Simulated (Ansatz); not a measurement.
Geometry optimisation, DFT LDA, scalar-relativistic, plane waves, PAW (Ansatz 0.2.0).

Input file:

```yaml
crystal:
  lattice:
    - [-0.257888, 5.256267, 5.865209]
    - [5.144857, -0.075536, 5.865209]
    - [4.901055, 5.331803, 0.0]
  atoms:
    - { symbol: Si, position: [0.063057, 0.0365774, 0.1750597] }
    - { symbol: Si, position: [0.2384752, 0.6081495, 0.2515749] }
    - { symbol: Si, position: [0.1813693, 0.9129615, 0.5605477] }
    - { symbol: Si, position: [0.3398286, 0.1969331, 0.149041] }
    - { symbol: O, position: [0.3240209, 0.6780977, 0.659547] }
    - { symbol: O, position: [0.2424319, 0.4441526, 0.1631652] }
    - { symbol: O, position: [0.5547756, 0.4398205, 0.9277059] }
    - { symbol: O, position: [0.1973383, 0.1831963, 0.0575097] }
    - { symbol: O, position: [0.3213414, 0.0516688, 0.4092577] }
    - { symbol: O, position: [0.9815122, 0.0288742, 0.7476] }
    - { symbol: O, position: [0.6770062, 0.3331768, 0.5902143] }
    - { symbol: O, position: [0.5750855, 0.1153644, 0.996503] }
    - { symbol: Si, position: [0.5602831, 0.5417346, 0.6719783] }
    - { symbol: Si, position: [0.7369008, 0.1054932, 0.7489882] }
    - { symbol: Si, position: [0.6762673, 0.4280984, 0.0546231] }
    - { symbol: Si, position: [0.8380918, 0.6974365, 0.6524764] }
    - { symbol: O, position: [0.8140542, 0.1843108, 0.1692085] }
    - { symbol: O, position: [0.7506728, 0.9368427, 0.6641987] }
    - { symbol: O, position: [0.6964525, 0.6858613, 0.5570118] }
    - { symbol: O, position: [0.8117158, 0.5568189, 0.9022717] }
    - { symbol: O, position: [0.4788954, 0.533606, 0.2438729] }
    - { symbol: O, position: [0.1804813, 0.8271878, 0.0886003] }
    - { symbol: O, position: [0.0807311, 0.6135715, 0.4927565] }
basis:
  ecutwfc: 420.0
kpoints:
  mp_grid: { grid: [2, 2, 2] }
hamiltonian:
  xc: lda
  pseudopotentials: { kind: paw, azcp: { folder: soft_1 } }
scf:
  occupations: { method: gaussian, width: 0.02 }
  lower_state_search: "off"
relax:
  f_tol: 0.03
  max_steps: 60
  adjacent_minimum: "off"
output:
  write_density: true
  write_potential: true
  elf: true
  volumetric_format: npy
```

Command:

```bash
$ ansatz run input.yaml --threads 2 --pin off --max-ram 5120MiB --backend cpu --events-out ev --progress --plain --runs-dir out
```

Where does it end, and by what steps?

It converged. Limits of this set-up: PAW files made for another functional. After 7 steps the energy has fallen by 2.099 eV; O22 moved furthest, 0.28 Å.

```json
{"step": "0", "energy less start (eV)": "0.0000", "largest force component (eV/Å)": "3.306", "accepted": "yes"}
{"step": "1", "energy less start (eV)": "-1.3874", "largest force component (eV/Å)": "2.070", "accepted": "yes"}
{"step": "2", "energy less start (eV)": "-2.0125", "largest force component (eV/Å)": "0.756", "accepted": "yes"}
{"step": "3", "energy less start (eV)": "-1.8657", "largest force component (eV/Å)": "0.684", "accepted": "no"}
{"step": "4", "energy less start (eV)": "-2.0125", "largest force component (eV/Å)": "1.608", "accepted": "yes"}
{"step": "5", "energy less start (eV)": "-2.0966", "largest force component (eV/Å)": "0.126", "accepted": "yes"}
{"step": "6", "energy less start (eV)": "-2.0991", "largest force component (eV/Å)": "0.047", "accepted": "yes"}
{"step": "7", "energy less start (eV)": "-2.0994", "largest force component (eV/Å)": "0.009", "accepted": "yes"}
```

```xyz
23
Lattice="-0.2579 5.2563 5.8652 5.1449 -0.0755 5.8652 4.9011 5.3318 0.0000" Properties=species:S:1:pos:R:3
Si 1.225 1.442 0.601
Si 4.311 2.608 4.866
Si 7.289 3.669 6.484
Si 1.679 2.580 3.180
O 6.600 5.089 6.034
O 3.066 2.161 3.930
O 6.595 7.844 6.025
O 1.210 1.347 2.232
O 2.132 3.831 2.250
O 3.383 9.006 5.818
O 4.433 6.578 5.811
O 5.206 8.316 3.958
Si 5.896 6.460 6.507
Si 3.958 7.817 4.862
Si 2.358 3.906 6.527
Si 6.571 7.835 8.994
O 1.658 5.273 6.032
O 7.819 7.253 9.851
O 5.945 6.617 8.119
O 7.177 9.078 8.137
O 3.840 3.806 5.867
O 4.887 1.378 5.768
O 5.596 3.139 4.018
```

Whether the end is a true minimum wasn't checked by a vibrational analysis.

Run time: 74 s on 2 threads of Intel(R) Xeon(R) Platinum 8175M CPU @ 2.50GHz (Skylake/Cascade Lake), with other jobs on the host, peak memory 0.72 GiB.
